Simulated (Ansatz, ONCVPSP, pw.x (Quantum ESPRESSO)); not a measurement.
**What a changed setting does to a pw.x run (fcc K)**

Potential: optimised norm-conserving Vanderbilt (ONCV), ONCVPSP 4.0.1.1 (patched build), PBE; core [Ne], reference 3s2 3p6 4s1; waves: 3s+4s: rc 1.85 bohr, ncon 3, nbas 7, qcut 6.9 1/bohr, 2 projectors; 3p: rc 2.10 bohr, ncon 3, nbas 7, qcut 5.1 1/bohr, 2 projectors, debl 0.3 Ha; d scattering state at 0.41 Ha: rc 1.85 bohr, ncon 3, nbas 8, qcut 5.8 1/bohr, local; local part: the d channel; core correction: none. In the p channel the program set the typed energies aside and used -0.691, 0.250 Ha.

The reference run (k-mesh 9³, cutoffs 45/180 Ry, Fermi–Dirac 0.01 Ry, mixing_beta 0.4, conv_thr 1e-9, no spin) gives 0.01 GPa at 74.503 Å³/atom, where all-electron LAPW gives -0.01 GPa. This run, with its own iteration cap, changes smearing to mp.

```
&control
  calculation='scf', prefix='x', pseudo_dir='./', outdir='./tmp', tstress=.true., disk_io='none'
/
&system
  ibrav=0, nat=1, ntyp=1, ecutwfc=45, ecutrho=180, nbnd=12,
  occupations='smearing', smearing='mp', degauss=0.01
/
&electrons
  conv_thr=1e-09, mixing_beta=0.4, electron_maxstep=60
/
ATOMIC_SPECIES
K 1.0 K.UPF
CELL_PARAMETERS angstrom
  0.00000000 3.33975484 3.33975484
  3.33975484 0.00000000 3.33975484
  3.33975484 3.33975484 0.00000000
ATOMIC_POSITIONS crystal
K 0.0000 0.0000 0.0000
K_POINTS automatic
9 9 9 0 0 0
```

```bash
pw.x < K.scf.in > K.scf.out
```

Task: How does the run end?

Result: It converges in 9 iterations; the free energy moves by +24.2 meV/atom and the pressure by -0.02 GPa. This scheme is built to cancel the term in the square of the width that Fermi–Dirac smearing leaves in the F of a metal.

```
Message from routine setup:
     using ibrav=0 with symmetry is DISCOURAGED, use correct ibrav instead
     lattice parameter (alat)  =       8.9254  a.u.
     unit-cell volume          =     502.7712 (a.u.)^3
     number of electrons       =         9.00
     number of Kohn-Sham states=           12
     kinetic-energy cutoff     =      45.0000  Ry
     charge density cutoff     =     180.0000  Ry
     scf convergence threshold =      1.0E-09
     Exchange-correlation= PBE
     number of k points=    35  Methfessel-Paxton smearing, width (Ry)=  0.0100
     iteration #  1     ecut=    45.00 Ry     beta= 0.40
     total energy              =     -56.55226656 Ry
     estimated scf accuracy    <       0.00129524 Ry
     iteration #  2     ecut=    45.00 Ry     beta= 0.40
     total energy              =     -56.55231210 Ry
     estimated scf accuracy    <       0.00029276 Ry
     iteration #  3     ecut=    45.00 Ry     beta= 0.40
     total energy              =     -56.55234604 Ry
     estimated scf accuracy    <       0.00003300 Ry
     [... 3 iterations left out ...]
     iteration #  7     ecut=    45.00 Ry     beta= 0.40
     total energy              =     -56.55234806 Ry
     estimated scf accuracy    <          3.4E-09 Ry
     iteration #  8     ecut=    45.00 Ry     beta= 0.40
     total energy              =     -56.55234806 Ry
     estimated scf accuracy    <          8.3E-09 Ry
     iteration #  9     ecut=    45.00 Ry     beta= 0.40
     the Fermi energy is     1.8175 ev
!    total energy              =     -56.55234806 Ry
     estimated scf accuracy    <          1.4E-12 Ry
     smearing contrib. (-TS)   =      -0.00013081 Ry
     The total energy is F=E-TS. E is the sum of the following terms:
     one-electron contribution =     -37.74487366 Ry
     hartree contribution      =      19.15317231 Ry
     xc contribution           =      -8.53881037 Ry
     ewald contribution        =     -29.42170553 Ry
     convergence has been achieved in   9 iterations
          total   stress  (Ry/bohr**3)                   (kbar)     P=       -0.15
     Message from routine punch:
     Nothing written, as per user request (disk_io='none')
```

The run took about 30 s on one core of a shared host (Neoverse-N1, 64 threads, 124 GiB, load 57).
